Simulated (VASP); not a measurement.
A run of VASP 6.6.1 is set up as follows.

The input POSCAR:

```
TePb
1.0
    0.0000000000      3.2678555418      3.2678555418
    3.2678555418      0.0000000000      3.2678555418
    3.2678555418      3.2678555418      0.0000000000
Te Pb
1 1
Direct
    0.5000000000      0.5000000000      0.5000000000
    0.0000000000      0.0000000000      0.0000000000
```

The input INCAR.step1:

```
PREC = Accurate ; ENCUT = 520
ISMEAR = 0 ; SIGMA = 0.01
LREAL = F ; LASPH = T
NELM = 80 ; NBANDS = 17
GGA = PE ; ALGO = Normal
EDIFF = 1E-4 ; LWAVE = T
LCHARG = F
```

File INCAR.step2:

```
PREC = Accurate ; ENCUT = 520
EDIFF = 1E-6 ; ISMEAR = 0
SIGMA = 0.01 ; LREAL = F
LASPH = T ; NELM = 80
ALGO = Normal ; ISIF = 2
LWAVE = F ; LCHARG = T
METAGGA = R2SCAN ; LMIXTAU = T
LELF = T ; LVHAR = T
NBANDS = 17 ; ISTART = 1
```

KPOINTS

```
Automatic mesh
0
Gamma
  8 8 8
```

Potentials or basis: VASP PAW PBE potentials, release 64 (Te, Pb_d).

Command:

```bash
$ cat potpaw_PBE.64/Te/POTCAR potpaw_PBE.64/Pb_d/POTCAR > POTCAR
$ cp INCAR.step1 INCAR
$ mpirun -np 1 vasp_std > vasp.out
$ cp INCAR.step2 INCAR
$ mpirun -np 1 vasp_std > vasp.out
```

Task: Estimate the pressure.

Result: 0.0 GPa.

Task: Estimate the band gap on the k mesh.

Result: 1.09 eV, direct.

Caveat: the PAW data sets were made with another functional, which shifts forces and pressure a little; spin-orbit coupling is left out, which moves the levels of the heavy elements.

**The experiment to reproduce.**

From a printed reference work, monograph, for a bulk crystal of TePb at 4.2 K: band gap 0.19 eV (direct).

A measured gap of TePb is 0.19 eV (direct; 4.2 K; a printed reference work, monograph); the calculated 1.09 eV misses it by +0.90 eV. Spin-orbit coupling on Pb, Te is left out. The value is that of r2SCAN on a finite k mesh, which can miss the band edges, without temperature or zero-point motion.
